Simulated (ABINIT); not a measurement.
# Ti (Im-3m) in ABINIT: settings compared, part 2 of 3

ABINIT 10.8.3 (patched build).

## 3. Single point, r2SCAN

run.abi reads:

```
pp_dirpath "./"
pseudos "Ti.GGA_PBE-JTH.xml"

acell 5.3711598245 5.3711598245 5.3711598245
rprim
    -0.5773502692     0.5773502692     0.5773502692
     0.5773502692    -0.5773502692     0.5773502692
     0.5773502692     0.5773502692    -0.5773502692
ntypat 1
znucl 22
natom 1
typat 1
xcart
     0.0000000000     0.0000000000     0.0000000000 Angstrom

ecut 18.0
pawecutdg 36.0

kptopt 1
ngkpt 4 4 4
nshiftk 1
shiftk 0.0 0.0 0.0

ixc -497498
usekden 1
pawxcdev 0

nband 10
occopt 3
tsmear 0.00183747

nstep 100
tolvrs 1.0e-7

iomode 3
prtwf 0
prtden 0
prteig 0
prtebands 0
enunit 2
```

Potentials or basis: JTH PAW PBE v2.0.

The run is started by

```bash
$ abinit run.abi > log 2>&1
```

Run time: 11 s. Hardware: 1 thread of Arm Neoverse V1, shared host; peak memory 0.12 GiB.

The run converged. Its results:

* Free energy: -1500.7361 eV
* Pressure: -3.6 GPa
* Band gap on the k mesh: none (metal or under the smearing width)
* Valence electrons inside the program's atomic spheres: Ti 10.11 (radii [1.2214] Å)

Levels at points of the mesh, in eV from the Fermi level:
| k point | band 2 | band 3 | band 4 | band 5 | band 6 | band 7 | band 8 | band 9 | band 10 |
| --- | --- | --- | --- | --- | --- | --- | --- | --- | --- |
| (0.00, 0.00, 0.00) | -33.79 | -33.79 | -33.79 | -6.31 | 1.11 | 1.11 | 1.11 | 2.87 | 2.87 |
| (0.50, 0.00, 0.00) | -34.45 | -34.00 | -33.80 | -2.53 | -0.33 | 0.96 | 2.86 | 3.21 | 4.37 |
| (0.50, 0.50, 0.50) | -34.24 | -34.24 | -34.24 | -2.19 | -2.19 | 4.02 | 4.02 | 4.02 | 8.65 |

Caveat: the k mesh is coarse (spacing up to 0.68 Å⁻¹), so the values aren't converged; totals of a meta-GGA on PAW files have another zero than those of a GGA; the PAW data sets were made with another functional, which shifts forces and pressure a little.

## 4. Single point, LDA

run.abi reads:

```
# Pseudopotentials
pp_dirpath "./"
pseudos "Ti.LDA_PW-JTH.xml"

# Structure
acell 3*1.0 Angstrom
rprim
    -1.6410000000     1.6410000000     1.6410000000
     1.6410000000    -1.6410000000     1.6410000000
     1.6410000000     1.6410000000    -1.6410000000
ntypat 1
znucl 22
natom 1
typat 1
xred
     0.0000000000     0.0000000000     0.0000000000

# Plane-wave basis
ecut 15.0
pawecutdg 30.0

# k points
kptopt 1
ngkpt 9 9 9
nshiftk 1
shiftk 0.0 0.0 0.0

# Exchange and correlation
ixc 7

# Bands and occupations
nband 10
occopt 3
tsmear 0.05 eV

# SCF cycle
nstep 100
tolvrs 1.0e-9

# Output
iomode 3
prtwf 0
prteig 0
prtebands 0
prtden 1
prtvha 1
prtvclmb 1
prtpot 1
```

Potentials or basis: JTH PAW LDA v2.0.

The run is started by

```bash
$ abinit run.abi > log 2>&1
```

run.abo:

```text
.Version 10.8.3 of ABINIT
 Symmetries : space group Im -3 m (#229); Bravais cI (body-center cubic)
================================================================================
 Values of the parameters that define the memory need of the present run
     intxc =       0    ionmov =       0      iscf =      17    lmnmax =      18
     lnmax =       6     mgfft =      20  mpssoang =       3    mqgrid =    3001
     natom =       1  nloc_mem =       2    nspden =       1   nspinor =       1
    nsppol =       1      nsym =      48    n1xccc =       1    ntypat =       1
    occopt =       3   xclevel =       1
       mpw =         342          nfft =        8000          nkpt =          35
 PAW method is used; the additional fine FFT grid is defined by:
   mgfftf=        30    nfftf =     27000
================================================================================
================================================================================

--------------------------------------------------------------------------------
------------- Echo of variables that govern the present computation ------------
--------------------------------------------------------------------------------
 -outvars: echo values of preprocessed input variables --------
            acell      1.8897261259E+00  1.8897261259E+00  1.8897261259E+00 Bohr
              amu      4.78800000E+01
             ecut      1.50000000E+01 Hartree
              ixc           7
         kptrlatt        9    0    0      0    9    0      0    0    9
          kptrlen      4.83404385E+01
            natom           1
            nband          10
            ngfft          20      20      20
          ngfftdg          30      30      30
             nkpt          35
            nstep         100
             nsym          48
           ntypat           1
           occopt           3
        pawecutdg      3.00000000E+01 Hartree
        prtebands           0
           prteig           0
           prtpot           1
         prtvclmb           1
           prtvha           1
            prtwf           0
            rprim     -1.6410000000E+00  1.6410000000E+00  1.6410000000E+00
                       1.6410000000E+00 -1.6410000000E+00  1.6410000000E+00
                       1.6410000000E+00  1.6410000000E+00 -1.6410000000E+00
          spgroup         229
           tolvrs      1.00000000E-09
           tsmear      1.83746611E-03 Hartree
            typat      1
           useylm           1
            znucl       22.00000

================================================================================

 chkinp: Checking input parameters for consistency.

================================================================================
== DATASET  1 ==================================================================

--- !DatasetInfo
iteration_state: {dtset: 1, }
dimensions: {natom: 1, nkpt: 35, mband: 10, nsppol: 1, nspinor: 1, nspden: 1, mpw: 342, }
cutoff_energies: {ecut:  15.0, pawecutdg:  30.0, }
electrons: {nelect:   1.20000000E+01, charge:   0.00000000E+00, occopt:   3.00000000E+00, tsmear:   1.83746611E-03, }
meta: {optdriver: 0, ionmov: 0, optcell: 0, iscf: 17, paral_kgb: 0, }
...

 Exchange-correlation functional for the present dataset will be:
  LDA: Perdew-Wang 92 LSD fit to Ceperley-Alder data - ixc=7
  J.P.Perdew and Y.Wang, PRB 45, 13244 (1992)

 Real(R)+Recip(G) space primitive vectors, cartesian coordinates (Bohr,Bohr^-1):
 R(1)= -3.1010406  3.1010406  3.1010406  G(1)=  0.0000000  0.1612362  0.1612362
 R(2)=  3.1010406 -3.1010406  3.1010406  G(2)=  0.1612362  0.0000000  0.1612362
 R(3)=  3.1010406  3.1010406 -3.1010406  G(3)=  0.1612362  0.1612362  0.0000000
 Unit cell volume ucvol=  1.1928404E+02 bohr^3
 Angles (23,13,12)=  1.09471221E+02  1.09471221E+02  1.09471221E+02 degrees

 Coarse grid specifications (used for wave-functions):

 getcut: wavevector=  0.0000  0.0000  0.0000  ngfft=  20  20  20
[... 54 lines left out ...]
comment   : Summary of ground state results
lattice_vectors:
- [ -3.1010406,   3.1010406,   3.1010406, ]
- [  3.1010406,  -3.1010406,   3.1010406, ]
- [  3.1010406,   3.1010406,  -3.1010406, ]
lattice_lengths: [   5.37116,    5.37116,    5.37116, ]
lattice_angles: [109.471, 109.471, 109.471, ] # degrees, (23, 13, 12)
lattice_volume:   1.1928404E+02
convergence: {deltae:  6.324E-12, res2:  1.125E-10, residm:  8.002E-08, diffor: null, }
etotal    :  -5.87218842E+01
entropy   :   0.00000000E+00
fermie    :   2.62365220E-01
cartesian_stress_tensor: # hartree/bohr^3
- [  3.57378186E-04,   0.00000000E+00,   0.00000000E+00, ]
- [  0.00000000E+00,   3.57378186E-04,   0.00000000E+00, ]
- [  0.00000000E+00,   0.00000000E+00,   3.57378186E-04, ]
pressure_GPa:  -1.0514E+01
xred      :
- [  0.0000E+00,   0.0000E+00,   0.0000E+00, Ti]
cartesian_forces: # hartree/bohr
- [ -0.00000000E+00,  -0.00000000E+00,  -0.00000000E+00, ]
force_length_stats: {min:   0.00000000E+00, max:   0.00000000E+00, mean:   0.00000000E+00, }
...

 Integrated electronic density in atomic spheres:
 ------------------------------------------------
 Atom  Sphere_radius  Integrated_density
    1        2.30803         10.16858802

================================================================================

 ----iterations are completed or convergence reached----

 Mean square residual over all n,k,spin=   31.804E-11; max=  80.024E-09
 reduced coordinates (array xred) for    1 atoms
       0.000000000000      0.000000000000      0.000000000000
 rms dE/dt=  0.0000E+00; max dE/dt=  0.0000E+00; dE/dt below (all hartree)
    1       0.000000000000      0.000000000000      0.000000000000

 cartesian coordinates (angstrom) at end:
    1      0.00000000000000     0.00000000000000     0.00000000000000

 cartesian forces (hartree/bohr) at end:
    1     -0.00000000000000    -0.00000000000000    -0.00000000000000
 frms,max,avg= 0.0000000E+00 0.0000000E+00   0.000E+00  0.000E+00  0.000E+00 h/b

 cartesian forces (eV/Angstrom) at end:
    1     -0.00000000000000    -0.00000000000000    -0.00000000000000
 frms,max,avg= 0.0000000E+00 0.0000000E+00   0.000E+00  0.000E+00  0.000E+00 e/A
 length scales=  1.889726125908  1.889726125908  1.889726125908 bohr
              =  1.000000000000  1.000000000000  1.000000000000 angstroms
 Fermi (or HOMO) energy (hartree) =   0.26237   Average Vxc (hartree)=  -0.40895
 Eigenvalues (hartree) for nkpt=  35  k points:
 kpt#   1, nband= 10, wtk=  0.00137, kpt=  0.0000  0.0000  0.0000 (reduced coord)
  -1.79388   -0.91869   -0.91869   -0.91869    0.04699    0.29632    0.29632    0.29632
   0.36036    0.36036
      occupation numbers for kpt#   1
   2.00000    2.00000    2.00000    2.00000    2.00000    0.00000    0.00000    0.00000
   0.00000    0.00000
 prteigrs : prtvol=0 or 1, do not print more k-points.

--- !EnergyTerms
iteration_state     : {dtset: 1, }
comment             : Components of total free energy in Hartree
kinetic             :  7.74249550101627E+00
hartree             :  1.16037601159399E+01
xc                  : -3.21565085909568E+00
Ewald energy        : -4.22478845776220E+01
psp_core            :  2.50209647574847E+00
local_psp           : -3.48741093040364E+01
PAW spherical_terms : -2.31720098927395E-01
internal            : -5.87210127469768E+01
'-kT*entropy'       : -8.73504231046095E-04
total_energy        : -5.87218862512079E+01
total_energy_eV     : -1.59790392787418E+03
...

--- !EnergyTermsDC
iteration_state     : {dtset: 1, }
comment             : '"Double-counting" decomposition of free energy'
band_energy         : -8.30710004593897E+00
Ewald energy        : -4.22478845776220E+01
psp_core            :  2.50209647574847E+00
xc_dc               : -1.12090036010629E+01
PAW spherical_terms :  5.40881100135825E-01
internal            : -5.87210106487396E+01
'-kT*entropy'       : -8.73504231046095E-04
total_energy_dc     : -5.87218841529707E+01
total_energy_dc_eV  : -1.59790387077824E+03
...

--- !EnergyTermsWithPAWCore
iteration_state     : {dtset: 1, }
comment             : 'Components of total free energy, including PAW core contributions'
Total energy        : -8.51993967352637E+02
Total energy DC     : -8.51993965254400E+02
Total energy (eV)   : -2.31839369248783E+04
Total energy DC (eV): -2.31839368677824E+04
...

 Cartesian components of stress tensor (hartree/bohr^3)
  sigma(1 1)=  3.57378186E-04  sigma(3 2)=  0.00000000E+00
  sigma(2 2)=  3.57378186E-04  sigma(3 1)=  0.00000000E+00
  sigma(3 3)=  3.57378186E-04  sigma(2 1)=  0.00000000E+00

-Cartesian components of stress tensor (GPa)         [Pressure= -1.0514E+01 GPa]
- sigma(1 1)=  1.05144292E+01  sigma(3 2)=  0.00000000E+00
- sigma(2 2)=  1.05144292E+01  sigma(3 1)=  0.00000000E+00
- sigma(3 3)=  1.05144292E+01  sigma(2 1)=  0.00000000E+00

== END DATASET(S) ==============================================================
================================================================================

 -outvars: echo values of variables after computation  --------
            acell      1.8897261259E+00  1.8897261259E+00  1.8897261259E+00 Bohr
           etotal     -5.8721884153E+01
            fcart     -0.0000000000E+00 -0.0000000000E+00 -0.0000000000E+00
            rprim     -1.6410000000E+00  1.6410000000E+00  1.6410000000E+00
                       1.6410000000E+00 -1.6410000000E+00  1.6410000000E+00
                       1.6410000000E+00  1.6410000000E+00 -1.6410000000E+00
           strten      3.5737818596E-04  3.5737818596E-04  3.5737818596E-04
                       0.0000000000E+00  0.0000000000E+00  0.0000000000E+00
 Calculation completed.
```

Run time: 3.9 s. Hardware: 1 thread of Arm Neoverse V1, shared host; peak memory 0.12 GiB.

What came out:

```yaml
Free_energy: -1597.9039 eV
Pressure: -10.5 GPa
Band_gap_on_the_k_mesh: none (metal or under the smearing width)
Valence_electrons_inside_the_program's_atomic_spheres: Ti 10.17 (radii [1.2214] Å)
```

(Part 2 of 3 ends here.)
